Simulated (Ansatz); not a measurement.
Space group Pm-3m (No. 221). a = 3.982 Å, b = 3.982 Å, c = 3.982 Å, α = 90.00°, β = 90.00°, γ = 90.00°
```json
{"atom": "Au", "site": "3d", "symmetry": "4/mm.m", "x": "0.5000", "y": "0.0000", "z": "0.0000"}
```

Equation of state of this Au structure (not necessarily the ground state), with shape and atoms relaxed at each volume where symmetry leaves them free. It has no gap at any of these volumes. These are results of DFT PBE, scalar-relativistic, plane waves, PAW (Ansatz 0.2.0), not measurements.

Cutoff 420 eV; k points 12×12×12 on the computed 3-atom cell (Γ-centred); Gaussian smearing, width 0.10 eV; no spin polarisation.

```csv
V (Å³/atom),E − E(largest V) (meV/atom),P (GPa)
18.520,81.47,20.58
19.152,14.19,13.80
19.783,-28.85,8.24
20.415,-52.06,3.70
21.046,-59.07,-0.01
21.677,-52.85,-3.03
22.309,-35.88,-5.48
23.151,0.00,-8.03
```

Question: Fit a third-order Birch–Murnaghan equation, E = E0 + (9V0B0/16)·[(x − 1)³B0' + (x − 1)²(6 − 4x)] with x = (V0/V)^(2/3), to E(V).

Answer: V0 = 21.04 Å³/atom, B0 = 111 GPa, B0' = 5.8.

Spin-orbit coupling is left out, which matters for the bands of heavy elements.

The cell was found from a structure generator's guess, not taken from experiment.
